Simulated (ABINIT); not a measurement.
A run of ABINIT 10.8.3 (patched build):

File run.abi:

```
# Pseudopotentials
pp_dirpath "./"
pseudos "Zr.GGA_PBE-JTH.xml, C.GGA_PBE-JTH.xml"

# Structure
acell 3*1.0 Angstrom
rprim
     0.0000000000     2.3650000000     2.3650000000
     2.3650000000     0.0000000000     2.3650000000
     2.3650000000     2.3650000000     0.0000000000
ntypat 2
znucl 40 6
natom 2
typat 1 2
xcart
     4.4692022847     4.4692022847     4.4692022847
     0.0000000000     0.0000000000     0.0000000000
chkprim 0
chksymtnons 0
tolsym 1.0e-6

# Plane-wave basis
ecut 517.016339 eV
pawecutdg 38.0
pawxcdev 0

# k points
kptopt 1
ngkpt 10 10 10
nshiftk 1
shiftk 0.0 0.0 0.0

# Exchange and correlation
ixc 11

# Bands and occupations
nband 12
occopt 3
tsmear 0.00183747

# SCF cycle
nstep 100
tolvrs 1.0e-9

# Output
iomode 3
prtwf 0
prtden 0
prteig 0
prtebands 0
enunit 2

# Relaxation
ionmov 2
ntime 60
tolmxf 0.0002
optcell 2
dilatmx 1.08
ecutsm 0.5
strtarget 3*-1.699465e-04 3*0.0
```

Potentials or basis: JTH PAW PBE v2.0.

Command:

```bash
$ abinit run.abi > log 2>&1
```

Hardware: 1 thread of Arm Neoverse V1, on a shared host.

Task: Estimate the wall time of this run.

Result: It took 63 s on 1 thread of Arm Neoverse V1 (shared host), peak memory 0.12 GiB. Counts: scf iterations 35, mpi ranks 1, k points 47, bands 12, plane waves 908, ion steps 4.
